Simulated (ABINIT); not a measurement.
The system is WC (Qusongite).

```
W C
1.0
     2.90650    0.00000    0.00000
    -1.45325    2.51710    0.00000
     0.00000    0.00000    2.83660
W C
1 1
Direct
  0.00000 0.00000 0.00000
  0.66667 0.33333 0.50000
```

Base run:

* Program: ABINIT 10.8.3 (patched build)
* Functional: rPW86PBE
* Potentials or basis: JTH PAW PBE v2.0
* Cutoff: 544 eV
* k mesh: 10 × 10 × 9
* Occupations: fermi-dirac, width 0.05 eV
* Spin: spin-orbit coupling, no magnetisation

Its results: band gap on the k mesh none (metal or under the smearing width); pressure 18.2 GPa.

The run is repeated on the same cell with these changes: functional from rPW86PBE to BLYP. What comes out?

Band gap on the k mesh none (metal or under the smearing width); pressure 19.5 GPa.

Caveats: so large a pressure means that the cell lies far from this level's equilibrium, or that cutoff or potentials fall short; the potentials were made for another functional, which shifts forces and pressure.
